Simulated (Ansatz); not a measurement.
Wanted: the native input for an Ansatz 0.2.0 run.

```
Task                : relaxation of cell and atoms
Functional          : PBE
Potentials or basis : PseudoDojo stringent (PBE files)
Cutoff              : 1388 eV
Density cutoff      : 5551 eV
k mesh              : 6 × 6 × 8
Occupations         : fermi-dirac, width 0.05 eV
Spin                : no spin polarisation
```

Crystal: SnO2 (Cassiterite).

```
Sn O
1.0
     4.73800    0.00000    0.00000
     0.00000    4.73800    0.00000
     0.00000    0.00000    3.18650
Sn O
2 4
Direct
  0.50000 0.50000 0.50000
  0.00000 0.00000 0.00000
  0.80710 0.19290 0.50000
  0.69290 0.69290 0.00000
  0.19290 0.80710 0.50000
  0.30710 0.30710 0.00000
```

The input as run:

input.yaml

```yaml
crystal:
  lattice:
    - [4.738, 0.0, 0.0]
    - [0.0, 4.738, 0.0]
    - [0.0, 0.0, 3.1865]
  atoms:
    - { symbol: Sn, position: [0.5, 0.5, 0.5] }
    - { symbol: Sn, position: [0.0, 0.0, 0.0] }
    - { symbol: O, position: [0.8071, 0.1929, 0.5] }
    - { symbol: O, position: [0.6929, 0.6929, 0.0] }
    - { symbol: O, position: [0.1929, 0.8071, 0.5] }
    - { symbol: O, position: [0.3071, 0.3071, 0.0] }
hamiltonian:
  xc: pbe
  pseudopotentials: { kind: nc, accuracy: stringent }
kpoints:
  mp_grid: { grid: [6, 6, 8] }
scf:
  occupations: { method: fermi_dirac, width: 0.05 }
output:
  forces: true
  stress: true
  eigenvalues: true
relax:
  f_tol: 0.01
  max_steps: 40
  cell: { stress_tol: 0.05 }
```

Potentials or basis: PseudoDojo stringent (PBE files).

The run is started by

```console
$ ansatz run input.yaml --threads 2 --pin off --max-ram 5632MiB --backend cpu --events-out ev --progress --plain --runs-dir out
```

Results of the run:

| Quantity | Value |
| --- | --- |
| Relaxed volume | 12.58 Å³/atom |
| Relaxed cell | a = 4.827 Å, b = 4.827 Å, c = 3.240 Å, α = 90.00°, β = 90.00°, γ = 90.00° |
| Space group after relaxing (to 0.05 Å) | P4_2/mnm (No. 136) |
| Energy gained by relaxing | 21.7 meV/atom |
| Ionic steps | 7 |
| Pressure after relaxing | 0.0 GPa |
| Band gap on the k mesh | 0.68 eV, direct |

Caveat: the plane-wave basis is chosen anew once the cell has moved, so the energies of steps on either side of that aren't comparable; spin-orbit coupling is left out, which moves the levels of the heavy elements.

It took 2.4 min on 2 threads of Arm Neoverse V1 (shared host), peak memory 0.88 GiB.
